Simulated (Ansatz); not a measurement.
**Residual resistivity of an alloy: Mo(100) with 4 layers of random Mo-Rh, 2x2**

Aim: the residual resistivity of a random alloy, from Mo(100) with 4 layers of random Mo-Rh, 2x2 and longer regions.

Program: Ansatz 0.2.0. Level of theory: Ansatz plane-wave DFT, PBE, PAW files; ballistic transport by layer matching (Landauer), zero bias; PAW set soft_1. Results are calculated unless marked as measured.

Report form: the programs' logs are mostly left out.

### Step 1. Set-up

The cell holds 56 atoms: 48 Mo and 8 Rh. Its edges and angles: a = 6.294 Å, b = 6.294 Å, c = 22.029 Å, α = 90.0°, β = 90.0°, γ = 90.0°. It derives from Mo. Regions: lead, 40 atoms (40 Mo); scattering region, 16 atoms (8 Rh and 8 Mo). The structure is stacked along c, and the current runs across the ab planes.

### Step 2. With 4 alloy layers

In 4 layers a share of 0.5 of the sites is given to Rh at random. The layers about the cell's end stay perfect and serve as the lead. Disorder leaves little or no symmetry, which makes such runs dear. Energies from -0.05 to 0.05 eV in steps of 0.05 eV are too few for the program's thermal sum, so it prints no conductance; for a metal the transmission near the Fermi level serves, at a fraction of the cost.

Contents of input.yaml:

```yaml
crystal:
  lattice:
    - [6.294, 0.0, 0.0]
    - [0.0, 6.294, 0.0]
    - [0.0, 0.0, 22.029]
  atoms:
    - { symbol: Mo, position: [0.0, 0.0, 0.0357142857] }
    - { symbol: Mo, position: [0.0, 0.5, 0.0357142857] }
    - { symbol: Mo, position: [0.5, 0.0, 0.0357142857] }
    - { symbol: Mo, position: [0.5, 0.5, 0.0357142857] }
    - { symbol: Mo, position: [0.25, 0.25, 0.1071428571] }
    - { symbol: Mo, position: [0.25, 0.75, 0.1071428571] }
    - { symbol: Mo, position: [0.75, 0.25, 0.1071428571] }
    - { symbol: Mo, position: [0.75, 0.75, 0.1071428571] }
[... 44 atom lines left out ...]
    - { symbol: Mo, position: [0.25, 0.25, 0.9642857143] }
    - { symbol: Mo, position: [0.25, 0.75, 0.9642857143] }
    - { symbol: Mo, position: [0.75, 0.25, 0.9642857143] }
    - { symbol: Mo, position: [0.75, 0.75, 0.9642857143] }
kpoints:
  mp_grid: { grid: [4, 4, 1] }
hamiltonian:
  xc: pbe
  pseudopotentials: { kind: paw, azcp: { folder: soft_1 } }
scf:
  occupations: { method: fermi_dirac, width: 0.1 }
output:
  transmission: { leads: [[0, 4]], kmesh: [8, 8], e_range: [-0.05, 0.05], de: 0.05 }
  write_potential: true
  write_density: true
  volumetric_format: npy
```

On the command line:

```console
ansatz run input.yaml --threads 4 --pin off --max-ram 15360MiB --backend cpu --events-out ev --progress --plain --runs-dir out
```

It took 8.4 min on 4 threads of Arm Neoverse V1, shared host; peak memory 7.7 GiB; 32 min of CPU time.

Numbers from this step:

```yaml
free_energy: -289111.5210 eV
energy_at_zero_smearing: -289110.5902 eV
fermi_energy: 20.91 eV
cell_area: 39.61 Å²
transmission_per_spin_nearest_the_fermi_level: 3.146
open_channels_per_spin_nearest_the_fermi_level: 6.531
step_of_the_lead_s_potential: 28.3 meV
```

Per spin. Transmission, zone mean against energy, zero at the Fermi level:

```tsv
energy (eV)	transmission, zone mean
-0.0500	3.13
0.0000	3.15
0.0500	3.26
```

Per spin. Table of open channels, zone mean, lead by energy, zero at the Fermi level:

```tsv
energy (eV)	open channels, zone mean, lead
-0.0500	6.59
0.0000	6.53
0.0500	6.84
```

Transmission over k1 and k2. At 0.0000 eV from the Fermi level.

Values, 8 rows by 8 columns:
```
0.00 0.45 0.53 2.23 3.00 2.68 0.83 0.96
1.14 0.53 2.12 5.27 7.13 5.40 2.12 0.83
1.89 2.23 5.27 7.39 7.26 7.40 5.40 2.68
1.83 3.00 7.13 7.26 7.37 7.26 7.13 3.00
1.89 2.68 5.40 7.40 7.26 7.39 5.27 2.23
1.14 0.83 2.12 5.40 7.13 5.27 2.12 0.53
0.00 0.96 0.83 2.68 3.00 2.23 0.53 0.45
0.00 0.00 1.14 1.89 1.83 1.89 1.14 0.00
```
Columns: k1 (b1) from -0.5 to 0.375; rows upwards: k2 (b2) from -0.5 to 0.375.

Open channels over k1 and k2. At 0.0000 eV from the Fermi level.

Ten even steps from '_' (0.0) to '@' (15.0):
```
____..--==--..__
::..::##@@##::..
::--##@@@@@@##--
::==@@@@@@@@@@==
::--##@@@@@@##--
::..::##@@##::..
____..--==--..__
____::::::::::__
```
Columns: k1 (b1) from -0.5 to 0.375; rows upwards: k2 (b2) from -0.5 to 0.375.

Over the solved energies the transmission per spin lies between 3.13 and 3.26, out of 6.66 channels of the lead on average (up to 6.84). The log calls the step of a lead's potential too much.

### Step 3. With 8 alloy layers

In 8 layers a share of 0.5 of the sites is given to Rh at random. A fresh draw is used; the growth of the resistance with length is what counts.

System of this step: Mo(100) with 8 layers of random Mo-Rh, 2x2. The cell holds 72 atoms: 56 Mo and 16 Rh. Cell: a = 6.294 Å, b = 6.294 Å, c = 28.323 Å, α = 90.0°, β = 90.0°, γ = 90.0°. It derives from Mo. Regions: lead, 40 atoms (40 Mo); scattering region, 32 atoms (16 Mo and 16 Rh). The structure is stacked along c, and the current runs across the ab planes.

Contents of input.yaml:

```yaml
crystal:
  lattice:
    - [6.294, 0.0, 0.0]
    - [0.0, 6.294, 0.0]
    - [0.0, 0.0, 28.323]
  atoms:
    - { symbol: Mo, position: [0.0, 0.0, 0.0277777778] }
    - { symbol: Mo, position: [0.0, 0.5, 0.0277777778] }
    - { symbol: Mo, position: [0.5, 0.0, 0.0277777778] }
    - { symbol: Mo, position: [0.5, 0.5, 0.0277777778] }
    - { symbol: Mo, position: [0.25, 0.25, 0.0833333333] }
    - { symbol: Mo, position: [0.25, 0.75, 0.0833333333] }
    - { symbol: Mo, position: [0.75, 0.25, 0.0833333333] }
    - { symbol: Mo, position: [0.75, 0.75, 0.0833333333] }
[... 60 atom lines left out ...]
    - { symbol: Mo, position: [0.25, 0.25, 0.9722222222] }
    - { symbol: Mo, position: [0.25, 0.75, 0.9722222222] }
    - { symbol: Mo, position: [0.75, 0.25, 0.9722222222] }
    - { symbol: Mo, position: [0.75, 0.75, 0.9722222222] }
kpoints:
  mp_grid: { grid: [4, 4, 1] }
hamiltonian:
  xc: pbe
  pseudopotentials: { kind: paw, azcp: { folder: soft_1 } }
scf:
  occupations: { method: fermi_dirac, width: 0.1 }
output:
  transmission: { leads: [[0, 4]], kmesh: [8, 8], e_range: [-0.05, 0.05], de: 0.05 }
  write_potential: true
  write_density: true
  volumetric_format: npy
```

It took 21 min on 4 threads; peak memory 8.1 GiB; 78 min of CPU time.

This step gave:

* free energy: -379981.9060 eV
* energy at zero smearing: -379980.6466 eV
* Fermi energy: 20.75 eV
* transmission per spin nearest the Fermi level: 2.272
* open channels per spin nearest the Fermi level: 6.594
* step of the lead's potential: 19 meV

Per spin. The transmission, zone mean by energy, zero at the Fermi level:

```tsv
energy (eV)	transmission, zone mean
-0.0500	2.19
0.0000	2.27
0.0500	2.29
```

Over the solved energies the transmission per spin lies between 2.19 and 2.29, out of 6.68 channels of the lead on average (up to 6.84).

### Step 4. With 12 alloy layers

In 12 layers a share of 0.5 of the sites is given to Rh at random. A fresh draw is used; the growth of the resistance with length is what counts.

System of this step: Mo(100) with 12 layers of random Mo-Rh, 2x2. The cell holds 88 atoms: 64 Mo and 24 Rh. Its edges and angles: a = 6.294 Å, b = 6.294 Å, c = 34.617 Å, α = 90.0°, β = 90.0°, γ = 90.0°. It derives from Mo. Regions: lead, 40 atoms (40 Mo); scattering region, 48 atoms (24 Rh and 24 Mo). The structure is stacked along c, and the current runs across the ab planes.

Contents of input.yaml:

```yaml
crystal:
  lattice:
    - [6.294, 0.0, 0.0]
    - [0.0, 6.294, 0.0]
    - [0.0, 0.0, 34.617]
  atoms:
    - { symbol: Mo, position: [0.0, 0.0, 0.0227272727] }
    - { symbol: Mo, position: [0.0, 0.5, 0.0227272727] }
    - { symbol: Mo, position: [0.5, 0.0, 0.0227272727] }
    - { symbol: Mo, position: [0.5, 0.5, 0.0227272727] }
    - { symbol: Mo, position: [0.25, 0.25, 0.0681818182] }
    - { symbol: Mo, position: [0.25, 0.75, 0.0681818182] }
    - { symbol: Mo, position: [0.75, 0.25, 0.0681818182] }
    - { symbol: Mo, position: [0.75, 0.75, 0.0681818182] }
[... 76 atom lines left out ...]
    - { symbol: Mo, position: [0.25, 0.25, 0.9772727273] }
    - { symbol: Mo, position: [0.25, 0.75, 0.9772727273] }
    - { symbol: Mo, position: [0.75, 0.25, 0.9772727273] }
    - { symbol: Mo, position: [0.75, 0.75, 0.9772727273] }
kpoints:
  mp_grid: { grid: [4, 4, 1] }
hamiltonian:
  xc: pbe
  pseudopotentials: { kind: paw, azcp: { folder: soft_1 } }
scf:
  occupations: { method: fermi_dirac, width: 0.1 }
output:
  transmission: { leads: [[0, 4]], kmesh: [8, 8], e_range: [-0.05, 0.05], de: 0.05 }
  write_potential: true
  write_density: true
  volumetric_format: npy
```

Wall time 32 min (4 threads); peak memory 8.7 GiB.

This step gave:

```yaml
free_energy: -470851.2828 eV
energy_at_zero_smearing: -470849.6420 eV
fermi_energy: 20.65 eV
transmission_per_spin_nearest_the_fermi_level: 1.841
step_of_the_lead_s_potential: 13.5 meV
```

Per spin. Transmission, zone mean against energy, zero at the Fermi level:

```tsv
energy (eV)	transmission, zone mean
-0.0500	1.79
0.0000	1.84
0.0500	1.85
```

Over the solved energies the transmission per spin lies between 1.79 and 1.85, out of 6.66 channels of the lead on average (up to 6.84).

### Step 5. Resistance against length

This step: Ansatz plane-wave DFT, PBE, PAW files; ballistic transport by layer matching (Landauer), zero bias; residual resistivity from the slope of the area resistance, atoms on the host's lattice; PAW set soft_1 (Ansatz 0.2.0).

Numbers from this step:

- resistivity: 94.82 µΩ cm
- intercept: 0.2663 fΩ m²
- scatter about the fit: 0.03214 fΩ m²

Resistance, by row:

```tsv
run	length (Å)	T	channels N	RA (fΩ m²)
n4	6.294	3.179	6.656	0.8404
n8	12.59	2.251	6.677	1.505
n12	18.88	1.825	6.656	2.034
```

Table of area resistance by length of the alloy:

```tsv
length of the alloy (Å)	area resistance (fΩ m²)
6.29	0.840
12.59	1.51
18.88	2.03
```

The area resistance goes from 0.84 to 2.0 fΩ m² between 6.3 and 18.9 Å, a slope of 95 µΩ cm.

By hand from the end points: (2.034 − 0.8404) fΩ m² / (18.88 − 6.29) Å = 95 µΩ cm, since 1 fΩ m² per Å is 1000 µΩ cm.

### Step 6. Summary of results

```yaml
resistivity_from_the_slope: 94.8 µΩ cm
area_resistance_over_6p29_a: 0.840 fΩ m²
area_resistance_over_12p6_a: 1.51 fΩ m²
area_resistance_over_18p9_a: 2.03 fΩ m²
```

**Reading.** The slope gives 95 µΩ cm. The points scatter by 0.032 fΩ m² about the line, with one random draw a length in a 2x2 cell, so the slope is a rough value. Read with a model of isotropic scattering on a spherical Fermi surface and the lead's 1.3×10¹⁵ S/m², this slope means a mean free path near 6.1 Å (a rough figure, since the alloy's own channel count differs); over these lengths the model's slope is within 3 % of its bulk resistivity. The atoms sit on the host's lattice, so scattering by size misfit is left out. With 50 % of Rh, whose own structure is another, this is a hypothetical phase. A lead's potential steps by up to 28 meV from period to period, which the log calls too much, so longer leads could move the result.

[Logs are printed without paths, hosts, clocks, repeated set-up lines and the standing remarks that a program may print on its own settings, such as how far it seeks lower states.]

[Hosts, paths, dates, database ids (printed as entryN), source tags and the programs' standing remarks are cut or masked in the printed files.]
